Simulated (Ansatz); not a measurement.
MgS: computed properties

Theory: DFT PBE, scalar-relativistic, plane waves, PAW in Ansatz.

Cutoff 420 eV; k points 8×8×8 on the computed 2-atom cell (Γ-centred); Gaussian smearing, width 0.02 eV; no spin polarisation.

The structure is relaxed at this level of theory with its symmetry kept.

Symmetry: Fm-3m, No. 225, cubic system. The conventional cell has a = 5.230 Å, b = 5.230 Å, c = 5.230 Å, α = 90.00°, β = 90.00°, γ = 90.00°. Mg (site symmetry m-3m) has 6 S at 2.61 Å as nearest neighbours. Around S (site symmetry m-3m) lie 6 Mg at 2.61 Å.

* Volume per atom: 17.88 Å³
* Formation energy from the elements' standard states (uncorrected): -1.444 eV/atom
* Kohn–Sham band gap: 2.76 eV, indirect from Γ to X
* Löwdin character of the top 1 eV of the valence band: S 3p 97 %
* Löwdin character of the lowest 1 eV of the conduction band: Mg 3s 74 %, unprojected 15 %
* Electron masses at the edge by Cartesian direction of the standard setting (m_e; degenerate bands sorted by energy; no spin-orbit coupling): x: 0.52; y: 0.29; z: 0.29
* Hole masses at the edge by Cartesian direction of the standard setting (m_e; degenerate bands sorted by energy; no spin-orbit coupling): x: 0.97, 0.97, 0.25; y: 0.97, 0.97, 0.25; z: 0.97, 0.97, 0.25
* Bulk modulus: 74 GPa
* Its pressure derivative: 4.1
* Electronic dielectric constant xx, yy, zz of the standard setting (independent particles): 5.9, 5.9, 5.9
* Bader charges (e): Mg (1 in the cell) 1.67, S (1 in the cell) -1.67